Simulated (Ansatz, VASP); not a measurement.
# C in VASP and in Ansatz

```
C
1.0
     0.00000    1.76770    1.76770
     1.76770    0.00000    1.76770
     1.76770    1.76770    0.00000
C
2
Cartesian
  0.0000 0.0000 0.0000
  0.8838 0.8838 0.8838
```

Alike in both runs: task single point; functional PBE; k mesh 12 × 12 × 12; occupations gaussian, width 0.02 eV; no spin polarisation.

|  | VASP | Ansatz |
| --- | --- | --- |
| version | VASP 6.6.1 | Ansatz 0.2.0 |
| potentials or method | VASP PAW PBE potentials, release 64 (C) | scalar-relativistic, plane waves, PAW |
| plane-wave cutoff (eV) | 520 | 420 |
| valence electrons in the cell | 8 | 8 |

VASP gave:

| Item | Value |
| --- | --- |
| gap on the k mesh at the Fermi level (eV) | 4.21 |
| least direct gap on the mesh (eV) | 5.66 |
| pressure (GPa) | 14.8 |

Question: What did Ansatz give for the same quantities?

Answer: gap on the k mesh at the Fermi level (eV): 4.22; least direct gap on the mesh (eV): 5.67; pressure (GPa): 14.0.
